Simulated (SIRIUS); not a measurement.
**Hf in SIRIUS: the effect of Hubbard term**

Crystal: Hf.

```
CELL_PARAMETERS angstrom
0.11927 2.34305 1.99282
2.32109 0.12480 1.98729
2.44975 2.46619 -0.00387
ATOMIC_POSITIONS crystal
Hf 0.00000 0.00000 0.00000
```

This isn't the form of Hf at room conditions, which is hcp.

Alike in all runs:

```yaml
Program: SIRIUS 7.10.0
Task: single point
Functional: PBEsol
Potentials_or_basis: PseudoDojo 0.4.1 PBE standard (scalar relativistic)
Cutoff: 807 eV
Density_cutoff: 3227 eV
k_mesh: 8 × 8 × 7
Occupations: fermi-dirac, width 0.05 eV
Spin: no spin polarisation
Libxc_names: "[\"XC_GGA_X_PBE_SOL\", \"XC_GGA_C_PBE_SOL\"]"
Energy_tol: 1e-08 Ha
Density_tol: 1e-06
Mixer: anderson
Mixing_beta: 0.7
Max_scf: 100
Radial_cutoff_for_the_potentials'_integrals: 6.5 bohr
```

One run gave: pressure 10.1 GPa. Which Hubbard term did it use?
A. Hf d U = 2 eV
B. none
C. Hf d U = 6 eV
D. Hf d U = 4 eV

C.

```tsv
Hubbard term	pressure (GPa)
none	-0.6
Hf d U = 2 eV	2.4
Hf d U = 4 eV	5.8
Hf d U = 6 eV	10.1
```

Caveats: the potentials were made for another functional, which shifts forces and pressure; U without spin polarisation on a metal has little footing (some runs); the U is typed as a test and isn't derived for this compound (some runs).
